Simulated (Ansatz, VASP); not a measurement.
# ZrSiB (ZrSiB in the AlB2 type) in two plane-wave programs

Wanted: the spread between two codes on one cell, functional and k mesh. The cell is generated by rule, not measured, and may not be a known phase. The cell is taken from a series of runs on this material, whose earlier steps may have relaxed, scaled, displaced or heated it; both programs get it as it stands.

Program: Ansatz 0.2.0. Level of theory: plane waves, with VASP 6.6.1 beside it; relaxation of cell and atoms at PBE and zone-centre phonons at PBE. Results are calculated unless marked as measured.

The structure was built from a prototype and need not be the compound's stable phase.

### Step 1. Set-up

The structure is hexagonal, space group P-6m2 (No. 187). The conventional cell has a = 3.527 Å, b = 3.527 Å, c = 3.710 Å, α = 90.00°, β = 90.00°, γ = 120.00°. Nearest to Zr lie 6 B at 2.75 Å and 6 Si at 2.75 Å. Nearest to B lie 3 Si at 2.04 Å and 6 Zr at 2.75 Å. Nearest to Si lie 3 B at 2.04 Å and 6 Zr at 2.75 Å. Farther neighbours are not listed.

### Step 2. Ansatz: relaxation of cell and atoms, PBE, pair 1

Ansatz runs on its PAW soft_1 files.

The relaxed volume is the usual yardstick between codes: in a stiff, nearly cubic crystal its relative difference is about their pressure difference at one cell divided by the bulk modulus.

Contents of input.yaml:

```yaml
crystal:
  lattice:
    - [3.5272154045, 0.0, 0.0]
    - [-1.7636077022, 3.0546581449, 0.0]
    - [0.0, 0.0, 3.709703509]
  atoms:
    - { symbol: Zr, position: [0.0, 0.0, 0.0] }
    - { symbol: B, position: [0.3333333333, 0.6666666667, 0.5] }
    - { symbol: Si, position: [0.6666666667, 0.3333333333, 0.5] }
kpoints:
  mp_grid: { grid: [9, 9, 8] }
hamiltonian:
  xc: pbe
  pseudopotentials: { kind: paw, azcp: { folder: soft_1 } }
scf:
  occupations: { method: gaussian, width: 0.1 }
output:
  forces: true
  stress: true
  eigenvalues: true
relax:
  adjacent_minimum: "off"
  f_tol: 0.005
  max_steps: 80
  cell: { stress_tol: 0.05 }
```

Started as:

```sh
> ansatz run input.yaml --threads 4 --pin off --max-ram 12288MiB --backend cpu --events-out ev --progress --plain --runs-dir out
```

Numbers of over 12 decimals in the logs are rounded to 6 here.

What it wrote:

```text
Engine: ansatz 0.2.0, aarch64-unknown-linux-gnu
Pseudopotentials: kind: paw
Pseudopotential: Zr, paw, valence charge 12, recommended cutoff 420 eV (normal), soft_1/Zr.paw.azcp
Pseudopotential: B, paw, valence charge 3, recommended cutoff 420 eV (normal), soft_1/B.paw.azcp
Pseudopotential: Si, paw, valence charge 4, recommended cutoff 420 eV (normal), soft_1/Si.paw.azcp
Functional definition: PBE
  parameter kappa = 0.804
  parameter beta = 0.066725
  exchange = pbe_x(kappa = kappa, mu = beta*pi^2/3)
  correlation = pbe_c(beta = beta)
Crystal: 3 atoms, lattice volume = 39.970 Å³
Basis set: ecut = 420 eV, 787 PW (Γ), exchange–correlation on 48×48×50 points (8 copies of the dense FFT grid, shifted against one another)
Bands: 14, of which v1, the nominal top of the filled ones, is band 10 counted from 1 (9 counted from 0)
Symmetry: 12 space group operations
Space group: P-6m2 (ITA 187), of the structure as read, at distance tolerance 3.4e-5 Å
k-points: 60 of 648 (time reversal used)
Non-local potential: Zr, projectors of the file, l = 0: 3, l = 1: 2, l = 2: 2, l = 3: 1
Non-local potential: B, projectors of the file, l = 0: 2, l = 1: 2, l = 2: 1
Non-local potential: Si, projectors of the file, l = 0: 2, l = 1: 2, l = 2: 1
PAW form: soft (Blöchl's): semilocal exchange-correlation on the pseudo side does not see the compensation charge
PAW one-centre angular grid: Zr, 590 points (default); XC on 64 Gauss nodes
PAW one-centre angular grid: B, 110 points (default); XC on 64 Gauss nodes
PAW one-centre angular grid: Si, 110 points (default); XC on 64 Gauss nodes
Initial density: superposition of atomic densities (chi_scale 0.1, normalization cell, long waves kept (reshape's long-wave potential 0.00 eV rms))
Initial wavefunctions: pseudopotential atomic-orbital guess
Functional: x = pbe(κ = 0.804, μ = 0.219515), c = pbe(β = 0.066725)
SCF iter   1: F=—  HF=-4977.525688 eV  |F-HF|=—  |Δ(HF+E_count)|=         —  Δρ=4.39e-2  dr2=1.29e0  ethr=3.10e-3  ⟨swp⟩=5.5  Hψ=5039  notcnv=0
preconditioner: auto → none  [metal: Δε(μ)=0.010 eV  Ē_g=8.318 eV  σ=0.100 eV  W_gap=0.06  n_scr=8 (ndim 8)  ℏωp=19.5 eV  f_vac=0.000  D(μ)=1.75/eV (n_scr^D=20)  sad-step TF]
SCF iter   2: F=—  HF=-4977.327109 eV  |F-HF|=—  |Δ(HF+E_count)|=   1.99e-1  Δρ=2.84e-2  dr2=5.63e-1  ethr=3.10e-3  ⟨swp⟩=1.6  Hψ=1375  notcnv=0  defer=4
SCF iter   3: F=—  HF=-4977.179231 eV  |F-HF|=—  |Δ(HF+E_count)|=   1.48e-1  Δρ=2.00e-3  dr2=1.72e-3  ethr=2.97e-3  ⟨swp⟩=2.1  Hψ=1351  notcnv=0  defer=7
SCF iter   4: F=—  HF=-4977.178777 eV  |F-HF|=—  |Δ(HF+E_count)|=   4.54e-4  Δρ=7.31e-4  dr2=3.96e-4  ethr=9.06e-6  ⟨swp⟩=2.2  Hψ=1814  notcnv=0  defer=18
SCF iter   5: F=—  HF=-4977.178676 eV  |F-HF|=—  |Δ(HF+E_count)|=   1.01e-4  Δρ=1.02e-4  dr2=2.26e-6  ethr=2.08e-6  ⟨swp⟩=2.0  Hψ=1140  notcnv=0  defer=18
SCF iter   6: F=—  HF=-4977.178714 eV  |F-HF|=—  |Δ(HF+E_count)|=   3.79e-5  Δρ=1.95e-5  dr2=8.62e-8  ethr=5.26e-10  ⟨swp⟩=7.9  Hψ=4601  notcnv=0
SCF iter   7: F=-4977.178714 eV  HF=-4977.178714 eV  |F-HF|=1.09e-9  |Δ(HF+E_count)|=   3.23e-8  Δρ=3.79e-6  dr2=5.13e-9  ethr=4.53e-10  ⟨swp⟩=2.8  Hψ=2945  notcnv=0
SCF 1 converged in 7 iterations: F = -4977.178714 eV  dr2 = 5.13e-9
  greatest PAW one-centre occupation: 0.996 electrons in one spin orbital (limit 2), on the Zr atom at site 0 (counted from 0), in its partial waves of l = 0
relax step   1: F+E_penalty+E_count = -4977.17871433 eV  Δ(F+E_penalty+E_count) = +0.000e0 eV  max|allowed force component| = 5.551e-17 eV/Å  Δτ_max = 0.0000 Å  P = -0.857 GPa  Ω = 39.970 Å³  (7 SCF iters, dr2 threshold 1.00e-7 eV, accepted)
[...]
relax step   2: F+E_penalty+E_count = -4977.17921119 eV  Δ(F+E_penalty+E_count) = -4.969e-4 eV  max|allowed force component| = 1.079e-16 eV/Å  Δτ_max = 0.0000 Å  P = +0.172 GPa  Ω = 39.728 Å³  energy of the carried Pulay correction = +6.896e-5 eV  (6 SCF iters, dr2 threshold 3.00e-7 eV, accepted)
[...]
relax step   3: F+E_penalty+E_count = -4977.17933424 eV  Δ(F+E_penalty+E_count) = -1.230e-4 eV  max|allowed force component| = 9.252e-17 eV/Å  Δτ_max = 0.0000 Å  P = -0.006 GPa  Ω = 39.784 Å³  energy of the carried Pulay correction = +5.172e-5 eV  (6 SCF iters, dr2 threshold 3.00e-7 eV, accepted)
[...]
relax step   4: F+E_penalty+E_count = -4977.17928299 eV  Δ(F+E_penalty+E_count) = +5.125e-5 eV  max|allowed force component| = 1.110e-16 eV/Å  Δτ_max = 0.0000 Å  P = -0.007 GPa  Ω = 39.784 Å³  stress off target by 2.01e-2 GPa  SCF on the basis re-selected at this cell (its energy is not comparable with the rows above)  (8 SCF iters)
basis re-selected at this cell: Δ(F+E_penalty+E_count) = +5.125e-5 eV, ΔP = -0.001 GPa vs the last step (what re-selecting the basis moved, of the pressure what is left beyond the Pulay correction that the steps carried, after the strain that the cell walked since its last selection, with what the two solves' SCF thresholds leave and, on support functions, any second-order correction that the steps lacked; it is no m [...]
SCF converged after 8 iterations
Free energy (F): -4977.179283 eV
Harris-Foulkes:  -4977.179283 eV  (|F-HF|=1.82e-12)
Internal energy: -4977.168998 eV  (E = F + TS)
E sigma→0 (E₀):  -4977.174141 eV
Entropy (-TS):   -0.010285 eV (-3.428 meV/atom)
Fermi energy:    14.748402 eV
--- Per-component energies (eV) ---
  E_band       = -45.788339
  E_kinetic    = 411.009946
  E_local      = -617.355623  (includes V_loc(G=0)·N_el)
  E_nonlocal   = 105.102558
  E_hartree    = 213.652237
  E_xc         = -246.768708
  E_vxc        = -273.052079  (∫ρ·V_xc dr)
  E_paw        = -3553.895290  (= ΣΔE_a)
  E_vpaw       = -98.797630  (= ΣTr[D̂ρ^β])
  E_aug_tail   = 0.000014  (compensation charges beyond the density's cutoff)
  E_ewald      = -1288.914132
  E_smearing   = -0.010285  (= −TS)
  E_closure    = 0.000000  (closes the sum)
  Σ components = -4977.179283   (vs F -4977.179283, Δ=0.00e0)
--- Forces (eV/Å), atoms counted from 1 ---
  atom   1  Zr     0.00000000    -0.00000000     0.00000000
  atom   2  B      0.00000000     0.00000000     0.00000000
  atom   3  Si    -0.00000000    -0.00000000     0.00000000
  max |Σ_I F_I| component: 1.11e-16 eV/Å
--- Stress (GPa, compression-positive) ---
       -0.020110      -0.000000       0.000000
       -0.000000      -0.020110       0.000000
        0.000000       0.000000       0.018101
  P = ⅓ Tr σ = -0.0074 GPa (-0.074 kbar)
--- Band table (eV; the first three rows and the last of 60) ---
  k-point 0: bands = [... 6 lower, 10.9805, 11.6110, 11.7072, 16.1330, 16.2159, 16.2159, 16.4137, 16.4137]
  k-point 1: bands = [... 6 lower, 11.1022, 11.1022, 12.9299, 15.0622, 15.0622, 16.2628, 16.8693, 16.8693]
  k-point 2: bands = [... 6 lower, 11.4468, 11.4468, 14.0757, 14.0757, 14.1781, 15.9881, 15.9881, 16.6394]
  k-point 59: bands = [... 6 lower, 8.8992, 10.8425, 11.1860, 17.1417, 17.4867, 17.5216, 18.5148, 18.6746]
--- Relaxed structure (3 steps of the walk, 3 accepted, 1 SCFs on fresh bases) ---
  F+E_penalty+E_count = -4977.17928299 eV   max|allowed force component| = 1.110e-16 eV/Å   (the final SCF, on the basis selected at the relaxed cell)
  cell:  # Å, volume = 39.7839 Å³
    - [3.519977, -2.880818980536628e-11, 0.0]
    - [-1.759989, 3.048390, 0.0]
    - [0.0, 0.0, 3.707640]
  atoms:
    - { symbol: Zr, position: [0, 0, 0.0] }
    - { symbol: B, position: [0.333333, 0.666667, 0.500000] }
    - { symbol: Si, position: [0.666667, 0.333333, 0.500000] }
```

In the SCF lines HF is the Harris–Foulkes energy and dr2 the Hartree energy of the density residual, in eV; the loop may stop once dr2 is under the threshold and the program's other checks hold. Hψ counts applications of the Hamiltonian.

### Step 3. VASP: relaxation of cell and atoms, PBE, pair 1

The same cell, functional, mesh and smearing now go to VASP, with its own data sets.

Lines of VASP's logs that name or quote its potential files are left out, and so is its time.

Contents of INCAR:

```
SYSTEM = ZrSiB
PREC = Accurate
ENCUT = 500
EDIFF = 1E-07
NELM = 120
ISMEAR = 0
SIGMA = 0.1
LREAL = .FALSE.
ALGO = Normal
GGA = PE
NBANDS = 15
LASPH = .TRUE.
LORBIT = 11
LWAVE = .FALSE.
LCHARG = .FALSE.
ISIF = 3
IBRION = 2
NSW = 80
EDIFFG = -0.005
GGA_COMPAT = .FALSE.
NELMIN = 4
KPAR = 2
```

Contents of POSCAR:

```
ZrSiB
1.0
    3.5272150000      0.0000000000      0.0000000000
   -1.7636080000      3.0546580000      0.0000000000
    0.0000000000      0.0000000000      3.7097040000
Zr B Si
1 1 1
Direct
    0.0000000000      0.0000000000      0.0000000000
    0.3333334824      0.6666667758      0.5000000000
    0.6666668011      0.3333332242      0.5000000000
```

Contents of KPOINTS:

```
Automatic mesh
0
Gamma
9 9 8
0 0 0
```

The projector-augmented-wave data sets are Zr_sv, B and Si (PBE family, release 64).

Started as:

```sh
> mpirun -np 2 vasp_std
```

What it wrote:

```text
[banner, memory and clock lines left out]
running    2 mpi-ranks, on    1 nodes
 distrk:  each k-point on    1 cores,    2 groups
 distr:  one band on    1 cores,    1 groups

 POSCAR found type information on POSCAR ZrB Si
 POSCAR found :  3 types and       3 ions
 LDA part: xc-table for (Slater+PW92), standard interpolation
 POSCAR, INCAR and KPOINTS ok, starting setup
 FFT: planning ... GRIDC
 FFT: planning ... GRID_SOFT
 FFT: planning ... GRID
 WAVECAR not read
 entering main loop
       N       E                     dE             d eps       ncg     rms          rms(c)
DAV:   1     0.105890738542E+03    0.10589E+03   -0.93667E+03  1800   0.115E+03
DAV:   2    -0.196734804548E+02   -0.12556E+03   -0.12245E+03  2262   0.292E+02
DAV:   3    -0.243832527125E+02   -0.47098E+01   -0.46367E+01  3056   0.479E+01
DAV:   4    -0.244637657290E+02   -0.80513E-01   -0.80497E-01  2167   0.578E+00
DAV:   5    -0.244651344010E+02   -0.13687E-02   -0.13686E-02  2788   0.637E-01    0.170E+01
DAV:   6    -0.222304997140E+02    0.22346E+01   -0.80546E+00  2276   0.166E+01    0.680E+00
DAV:   7    -0.222469110147E+02   -0.16411E-01   -0.47799E-01  2189   0.408E+00    0.316E+00
DAV:   8    -0.222407778400E+02    0.61332E-02   -0.52459E-02  2249   0.157E+00    0.472E-01
DAV:   9    -0.222395510467E+02    0.12268E-02   -0.73074E-03  2480   0.488E-01    0.165E-01
DAV:  10    -0.222395780136E+02   -0.26967E-04   -0.10416E-03  2217   0.253E-01    0.765E-02
DAV:  11    -0.222395781165E+02   -0.10294E-06   -0.55443E-05  2362   0.585E-02    0.336E-02
DAV:  12    -0.222395714060E+02    0.67105E-05   -0.35699E-05  2192   0.353E-02    0.533E-03
DAV:  13    -0.222395711135E+02    0.29255E-06   -0.15637E-06  2122   0.834E-03    0.159E-03
DAV:  14    -0.222395709863E+02    0.12713E-06   -0.75456E-08  1425   0.217E-03    0.441E-04
DAV:  15    -0.222395709952E+02   -0.89119E-08   -0.21842E-08  1026   0.115E-03
   1 F= -.22239571E+02 E0= -.22234473E+02  d E =-.222396E+02
[...]
2 F= -.22239449E+02 E0= -.22234283E+02  d E =0.121612E-03
[...]
3 F= -.22240152E+02 E0= -.22235020E+02  d E =-.580873E-03
[...]
4 F= -.22240152E+02 E0= -.22235020E+02  d E =-.580657E-03
 curvature:  -0.24 expect dE=-0.491E-05 dE for cont linesearch -0.117E-06
 ZBRENT: accuracy reached
 trial: gam=-0.00570 g(F)=  0.322E-42 g(S)=  0.207E-04 ort = 0.345E-04 (trialstep = 0.894E+00)
 search vector abs. value=  0.204E-04
 bond charge predicted
       N       E                     dE             d eps       ncg     rms          rms(c)
DAV:   1    -0.222401833207E+02   -0.31636E-04   -0.13085E-03  1940   0.313E-01    0.338E-02
DAV:   2    -0.222401692955E+02    0.14025E-04   -0.34722E-05  2094   0.474E-02    0.154E-02
DAV:   3    -0.222401648194E+02    0.44761E-05   -0.13699E-05  2530   0.286E-02    0.368E-03
DAV:   4    -0.222401646645E+02    0.15495E-06   -0.60731E-07  2219   0.554E-03    0.157E-03
DAV:   5    -0.222401645093E+02    0.15516E-06   -0.53552E-08  1111   0.198E-03    0.751E-04
DAV:   6    -0.222401644143E+02    0.95065E-07   -0.17845E-08   942   0.116E-03
   5 F= -.22240164E+02 E0= -.22235029E+02  d E =-.127615E-04
 trial-energy change:   -0.000013  1 .order   -0.000013   -0.000018   -0.000007
 step:   1.4857(harm=  1.4857)  dis= 0.00000  next Energy=   -22.240167 (dE=-0.152E-04)
 reached required accuracy - stopping structural energy minimisation
```

From OUTCAR (step 3):

```text
ion  position               nearest neighbor table
   1  0.000  0.000  0.000-   2 2.75   2 2.75   3 2.75   3 2.75   3 2.75   3 2.75   2 2.75   2 2.75
                             2 2.75   2 2.75   3 2.75   3 2.75
   2  0.333  0.667  0.500-   3 2.04   3 2.04   3 2.04   1 2.75   1 2.75   1 2.75   1 2.75   1 2.75
                             1 2.75
   3  0.667  0.333  0.500-   2 2.04   2 2.04   2 2.04   1 2.75   1 2.75   1 2.75   1 2.75   1 2.75
                             1 2.75

  LATTYP: Found a hexagonal cell.
 ALAT       =     3.5272150000
 C/A-ratio  =     1.0517374189

 Subroutine GETGRP returns: Found 12 space group operations
 (whereof 12 operations were pure point group operations)

The static configuration has the point symmetry D_3h.

 Found     60 irreducible k-points:

   k-points           NKPTS =     60   k-points in BZ     NKDIM =     60   number of bands    NBANDS=     15

   dimension x,y,z NGX =    28 NGY =   28 NGZ =   28
   dimension x,y,z NGXF=    56 NGYF=   56 NGZF=   56

   ENCUT  =  500.0 eV  36.75 Ry    6.06 a.u.   6.43  6.43  6.76*2*pi/ulx,y,z

   NELECT =      19.0000    total number of electrons

 k-points in reciprocal lattice and weights: Automatic mesh
   0.00000000  0.00000000  0.00000000       0.002
   0.11111111  0.00000000  0.00000000       0.009
   0.22222222  0.00000000  0.00000000       0.009
   0.33333333  0.00000000  0.00000000       0.009
   0.44444444  0.00000000  0.00000000       0.009
   0.11111111  0.11111111  0.00000000       0.009
   0.22222222  0.11111111  0.00000000       0.019
   0.33333333  0.11111111  0.00000000       0.019
   0.44444444  0.11111111  0.00000000       0.009
[...]
0.33333333  0.22222222  0.50000000       0.019
   0.33333333  0.33333333  0.50000000       0.003

 average (electrostatic) potential at core
       1 -73.2007       2 -22.4972       3 -78.9179

 E-fermi :  11.0834

 k-point     1 :       0.0000    0.0000    0.0000
  band No.  band energies     occupation
    ...
      5      -2.3884      2.00000
      6       7.3172      2.00000
      7       7.3172      2.00000
      8       7.9454      2.00000
      9       8.0408      2.00000
     10      12.4738      0.00000
     11      12.5542      0.00000
     12      12.5542      0.00000
     13      12.7478      0.00000
     14      12.7478      0.00000
    ...

 k-point     2 :       0.1111    0.0000    0.0000
  band No.  band energies     occupation
    ...
      5      -2.1858      2.00000
      6       6.5746      2.00000
      7       7.2860      2.00000
      8       7.8781      2.00000
      9       8.0725      2.00000
     10      12.1095      0.00000
     11      12.4196      0.00000
     12      12.5979      0.00000
     13      12.7920      0.00000
     14      13.3491      0.00000
    ...

 k-point     3 :       0.2222    0.0000    0.0000
  band No.  band energies     occupation
    ...
      5      -1.5994      2.00000
      6       5.0975      2.00000
      7       7.1819      2.00000
      8       7.5435      2.00000
      9       8.1811      2.00000
     10      11.5825      0.00000
     11      12.1105      0.00000
     12      12.6561      0.00000
     13      12.9732      0.00000
     14      14.3363      0.00000
    ...

  Total       -0.0067357     -0.0067357      0.0113631      0.0000000     -0.0000000      0.0000000
  in kB       -0.2712644     -0.2712644      0.4576200      0.0000000     -0.0000000      0.0000000
  external PRESSURE =      -0.0283029 kB  Pullay stress =       0.0000000 kB

  energy-cutoff  :      500.00
  volume of cell :       39.78
      direct lattice vectors                 reciprocal lattice vectors
     3.519799237  0.000000001 -0.000000000     0.284107113  0.164029354 -0.000000000
    -1.759900116  3.048235759  0.000000000    -0.000000000  0.328058615 -0.000000000
     0.000000000  0.000000000  3.707952396     0.000000000 -0.000000000  0.269690625

 POSITION                                       TOTAL-FORCE (eV/Angst)
 -----------------------------------------------------------------------------------
      1.75990      3.04824      3.70795         0.000000     -0.000000     -0.000000
      0.00000      2.03216      1.85398        -0.000000     -0.000000      0.000000
      1.75990      1.01608      1.85398         0.000000      0.000000      0.000000
 -----------------------------------------------------------------------------------
    total drift:                                0.000006     -0.000026      0.000000

  FREE ENERGIE OF THE ION-ELECTRON SYSTEM (eV)
  ---------------------------------------------------
  free  energy   TOTEN  =       -22.2401644143 eV

  energy  without entropy=      -22.2298932252  energy(sigma->0) =      -22.23502882

 reached required accuracy - stopping structural energy minimisation

 total charge
# of ion       s       p       d       tot
------------------------------------------
    1        2.135   5.979   1.772   9.886
    2        0.650   1.180   0.000   1.830
    3        0.720   1.032   0.000   1.752
--------------------------------------------------
tot          3.504   8.191   1.772  13.467

[... 3 further parts left out ...]
```

### Step 4. Comparison

Known differences besides the potentials themselves: the cutoff is 420 eV in Ansatz and 500 eV in VASP; Ansatz adds a Pulay correction to the stress that steers its cell, VASP none. Total energies have different zeros and are not compared.

Compared:

| quantity | Ansatz | VASP | difference |
| --- | --- | --- | --- |
| volume (Å³) | 39.78 | 39.78 | +0.00 % |
| edge a after relaxation, in the typed setting (Å) | 3.520 | 3.520 | +0.01 % |
| edge c after relaxation, in the typed setting (Å) | 3.708 | 3.708 | -0.01 % |

(Continued in part 2 of 2.)

[Lines on the potential files, build, host, timing and source positions are cut from VASP's logs without a mark.]

[Logs are printed without paths, hosts, clocks, repeated set-up lines and the standing remarks that a program may print on its own settings, such as how far it seeks lower states.]

[Hosts, paths, dates, database ids (printed as entryN), source tags and the programs' standing remarks are cut or masked in the printed files.]
